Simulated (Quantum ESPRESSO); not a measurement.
CaO: relaxation of cell and atoms with PBE

CaO:

```xyz
2
Lattice="0.0000 2.4036 2.4036 2.4036 0.0000 2.4036 2.4036 2.4036 0.0000" Properties=species:S:1:pos:R:3 pbc="T T T"
Ca    0.0000    0.0000    0.0000
O     2.4036    2.4036    2.4036
```

The cell is a database's computed one.

* Program: Quantum ESPRESSO 7.5
* Task: relaxation of cell and atoms
* Functional: PBE
* Potentials or basis: SSSP 1.3 efficiency PBE
* Cutoff: 857 eV
* Density cutoff: 6884 eV
* k mesh: 10 × 10 × 10
* Occupations: fermi-dirac, width 0.05 eV
* Spin: no spin polarisation
* Target pressure: 30 GPa
* Mixing beta: 0.5
* Most SCF iterations: 120
* SCF threshold: 4e-10 Ry
* Most ionic steps: 40
* Forc conv thr: 0.0004 Ry/bohr
* Etot conv thr: 1e-05 Ry
* Ion dynamics: bfgs
* Cell dynamics: bfgs
* Press conv thr: 0.3 kbar

* Relaxed volume: 11.66 Å³/atom
* Relaxed cell: a = 3.206 Å, b = 3.206 Å, c = 3.206 Å, α = 60.00°, β = 60.00°, γ = 60.00°
* Space group after relaxing (to 0.05 Å): Fm-3m (No. 225)
* Energy change on relaxing (the enthalpy is what falls): +189.4 meV/atom
* Ionic steps: 5
* Pressure after relaxing: 29.9 GPa
* Band gap on the k mesh: 3.53 eV, indirect (least direct gap 3.83 eV)

Step by step:
```
step  energy change (eV)  largest force (eV/Å)  pressure (GPa)  volume (Å³)
   1              0.0000                0.0000            1.36        27.77
   2              0.2770                0.0000           24.54        23.91
   3              0.4092                0.0000           31.56        23.15
   4              0.3777                0.0000           29.95        23.32
   5              0.3788                0.0000           30.00        23.31
```

Final structure:
```xyz
2
Lattice="0.0000 2.2673 2.2673 2.2673 0.0000 2.2673 2.2673 2.2673 0.0000" Properties=species:S:1:pos:R:3 pbc="T T T"
Ca    0.0000    0.0000    0.0000
O     2.2673    2.2673    2.2673
```

Levels at points of the mesh, in eV from the valence-band top:
| k point | band 6 | band 7 | band 8 | band 9 | band 10 | band 11 |
| --- | --- | --- | --- | --- | --- | --- |
| (0.00, 0.00, 0.00) | 0.00 | 0.00 | 0.00 | 6.32 | 6.62 | 6.62 |
| (0.00, 0.00, -0.50) | -3.05 | -1.59 | -1.59 | 7.90 | 9.33 | 9.33 |
| (0.00, -0.50, -0.50) | -1.13 | -0.30 | -0.30 | 3.53 | 9.44 | 9.91 |

It took 2 min on 1 thread of Arm Neoverse V1, on a shared host, peak memory 0.18 GiB.

Caveat: the volume moved by over 15 % at a fixed basis, so the end points are rough. A k mesh can miss the band edges.
